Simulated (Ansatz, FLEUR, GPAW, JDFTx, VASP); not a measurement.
**Equation of state of BN under PBEsol**

```
N B
1.0
     0.00000    1.81300    1.81300
     1.81300    0.00000    1.81300
     1.81300    1.81300    0.00000
N B
1 1
Direct
  0.25000 0.25000 0.25000
  0.00000 0.00000 0.00000
```

The cell is a database's computed one, not the measured one.

The cell was scaled at fixed shape and fractions and run with VASP, PBE PAW files B, N, 520 eV; PBEsol, k mesh 13 × 13 × 13 on the cell of 2 atoms, fermi-dirac occupations of 0.05 eV, no spin polarisation, no spin-orbit coupling. The potentials were made for PBE. Energies are those that the program minimises, any entropy of the smearing included.

```csv
V (Å³/atom),energy over the lowest row (meV/atom)
5.6017,16.05
5.7209,4.73
5.8401,0.00
5.9593,1.26
6.0785,7.97
6.1977,?
6.3168,35.81
```

Fit the third-order Birch-Murnaghan form, give V0, B0 and B′, and predict the energy left open.

With y = (V0/V)^(2/3), E = E0 + (9 V0 B0/16) [(y - 1)³ B′ + (y - 1)² (6 - 4y)]. Least squares through the rows shown give V0 = 5.8732 Å³/atom, E0 = -0.23 meV, B0 = 386.2 GPa (1 eV/Å³ = 160.218 GPa) and B′ = 3.67, with a largest miss of 0.00 meV. At V = 6.1977 the form with these constants gives 19.64 meV; the run gave 19.62 meV an atom. Other set-ups at this level, from all their volumes (Å³/atom, GPa): FLEUR, all-electron, FLAPW: V0 5.861, B0 385.8; GPAW, PAW data sets generated for this functional: V0 5.862, B0 385.8; JDFTx, PseudoDojo-SR-PBEsol-0.4.1-standard with smoothed tails: V0 5.869, B0 385.1; Ansatz, all-electron LAPW, scalar-relativistic: V0 5.860, B0 385.8. Measured volume: 5.906 Å³/atom at 295 K (arxiv:cond-mat/0702656), so the fit lies -0.6 % from it. Measured modulus: 395 GPa at 300 K (arxiv:1208.3664), so the fit lies -2.2 % from it. The runs are for a static lattice.
